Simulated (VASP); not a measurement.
# BN₂H₅: harmonic vibrations of a molecule

BN₂H₅, molecule in box, 8 atoms in the cell. PBE, harmonic vibrations; PAW potentials N, B, H (PBE set).

## Input

INCAR.step1:
```
SYSTEM = BH5N2
PREC = Accurate ; ENCUT = 400
EDIFF = 1E-8 ; ISMEAR = 0
SIGMA = 0.01 ; ISYM = 0
LREAL = .FALSE. ; LASPH = .TRUE.
NELM = 100 ; ALGO = Normal
LWAVE = .FALSE. ; LCHARG = .FALSE.
IBRION = 2 ; NSW = 60
ISIF = 2 ; EDIFFG = -0.002
POTIM = 0.5
```

INCAR.step2, as INCAR.step1 but for:
```
- IBRION = 2
- NSW = 60
- ISIF = 2
- EDIFFG = -0.002
- POTIM = 0.5
+ IBRION = 5
+ NFREE = 2
+ POTIM = 0.015
+ NSW = 1
```

KPOINTS:
```
k-points
0
Gamma
  1 1 1
```

POSCAR.step1:
```
BH5N2
1.0
   13.0000000000      0.0000000000      0.0000000000
    0.0000000000     13.0000000000      0.0000000000
    0.0000000000      0.0000000000     12.0000000000
N B H
2 1 5
Direct
    0.4166961500      0.5536307700      0.4582625000
    0.5566346200      0.4488846200      0.5401375000
    0.5063269200      0.5436384600      0.5233958300
    0.3816346200      0.4950923100      0.4189041700
    0.3818576900      0.6216615400      0.4472125000
    0.5413653800      0.6191769200      0.5665208300
    0.6203653800      0.4431461500      0.5867625000
    0.5333115400      0.3815692300      0.5076541700
```

Commands (each step's output is kept before the next begins):
```
cat potpaw_PBE.64/N/POTCAR potpaw_PBE.64/B/POTCAR potpaw_PBE.64/H/POTCAR > POTCAR
cp INCAR.step1 INCAR
cp POSCAR.step1 POSCAR
mpirun -np 8 vasp_gam > vasp.out
cp CONTCAR POSCAR
cp INCAR.step2 INCAR
mpirun -np 8 vasp_gam > vasp.out
```

## Result

- Vibrations (cm⁻¹; a negative value is imaginary): 3632, 3632, 3529, 3528, 2543, 1585, 1584, 1394, 1160, 1058, 902, 890, 796, 591, 450, 386, 381, 340
- Zero-point energy (eV): 1.759
- Translations and rotations, which should read zero (cm⁻¹): -30, -17, -14, 1, 9, 15
- Vibrational entropy at 298 K (meV/K): 0.224
- Displaced cells: 48
- Ionic steps, all stages: 73
- Electronic steps, all stages: 1279

VASP 6.6.1 took 1180 s on 8 cores (AMD EPYC 7R43 (Zen 3)), a shared host.
